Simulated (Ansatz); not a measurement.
Structures of PbSe: which is lowest?

Plane-wave DFT in Ansatz with scalar-relativistic PAW potentials, cutoff 500 eV, Γ-centred meshes chosen by cell and gap, Gaussian smearing with energies taken to zero width. Every cell was relaxed (cell and atoms) in a run of its own, within the symmetry of its start. Functional: r2SCAN.

Relaxed structures (starts from databases or built by putting these elements on another compound's sites):
A. Pm-3m, 2 atoms in the computed cell, a = 3.767 Å; sites (symmetry × multiplicity) Pb m-3m × 1, Se m-3m × 1; start: built
B. Fm-3m, 2 atoms in the computed cell, a = 6.179 Å; sites (symmetry × multiplicity) Pb m-3m × 4, Se m-3m × 4; start: database
C. F-43m, 2 atoms in the computed cell, a = 6.848 Å; sites (symmetry × multiplicity) Pb -43m × 4, Se -43m × 4; start: built

Task: Rank them by energy. Could pressure change the order?

Result:
| structure | group | E − E(lowest) (meV/atom) | V (Å³/atom) | gap on mesh (eV) |
| --- | --- | --- | --- | --- |
| B | Fm-3m | 0.0 | 29.49 | 0.67 |
| C | F-43m | 246 | 40.14 | 0.79 |
| A | Pm-3m | 262 | 26.73 | 0.00 |

B is lowest, 246 meV/atom under C. A is denser by 2.77 Å³/atom, so pressure favours it: ΔE/ΔV, with ΔE in eV and 1 eV/Å³ = 160.2 GPa, gives about 15 GPa for equal enthalpy if both cells were rigid; at such pressures compression changes ΔV much, so this is a scale only. Other structures may lie lower than all of these, and vibrations aren't counted.

Spin-orbit coupling is left out, which matters for the bands of heavy elements. For Tl, Pb and Bi spin-orbit coupling shifts energies too.